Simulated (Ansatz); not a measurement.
System: BaTiO3 (P4mm).

```cif
data_structure
_symmetry_space_group_name_H-M 'P 1'
_symmetry_Int_Tables_number 1
_cell_length_a 3.9905
_cell_length_b 3.9905
_cell_length_c 4.0230
_cell_angle_alpha 90.000
_cell_angle_beta 90.000
_cell_angle_gamma 90.000
_cell_volume 64.06
loop_
_atom_site_label
_atom_site_type_symbol
_atom_site_fract_x
_atom_site_fract_y
_atom_site_fract_z
_atom_site_occupancy
Ba1 Ba 0.00000 0.00000 0.00000 1
Ti2 Ti 0.50000 0.50000 0.52200 1
O3 O 0.50000 0.50000 0.97900 1
O4 O 0.50000 0.00000 0.48800 1
O5 O 0.00000 0.50000 0.48800 1
```

The cell and positions come from the Crystallography Open Database and are kept as given unless a step says otherwise. Spin-orbit coupling is left out unless a run names it. PAW set soft_2, made with PBE.

Gaps computed with Ansatz 0.2.0 without a self-energy: LDA 1.77 eV, PBE 1.86 eV, PBE+SOC 1.86 eV, r2SCAN 2.22 eV, HSE06 3.29 eV and DDH-PBE0 3.24 eV. The mean ε∞ by PBE perturbation theory is 6.16.

**Question.** What gap should G0W0 on PBE give (4×4×4 mesh, 411 empty bands, screening to 200 eV, default PAW files)?

About 3.37 eV: on its mesh the run moves the gap from 1.86 eV by +1.52 eV. Among the scalar-relativistic levels given, HSE06 is nearest (−0.08 eV). One-shot corrections scale roughly with one over ε∞, here 0.16. Bands and cutoff are finite, so the gap is not at the basis limit. The miss can reach some tenths of an eV and take either sign; the mesh is an error of its own. The 4×4×4 mesh is coarse for this cell (its supercell is 16 Å along the shortest edge). The RPA ε∞ on it, from the PBE start, is 5.64 and 6.24; such meshes misread the long-range screening, most where the gap is narrow. The many-body steps are scalar-relativistic: spin-orbit coupling is not in them.

[Paths, hosts, dates, memory and timing lines, banners, echoed tables and standing remarks are left out of the program output.]

[Logs are printed without paths, hosts, clocks, repeated set-up lines and the standing remarks that a program may print on its own settings, such as how far it seeks lower states.]

[Runs of the session that timed out or met a known fault of the program may be left out.]

[Cells called generated may have been cut or substituted from an entry of the Crystallography Open Database or the Materials Project.]

[Hosts, paths, dates, database ids (printed as entryN), source tags and the programs' standing remarks are cut or masked in the printed files.]
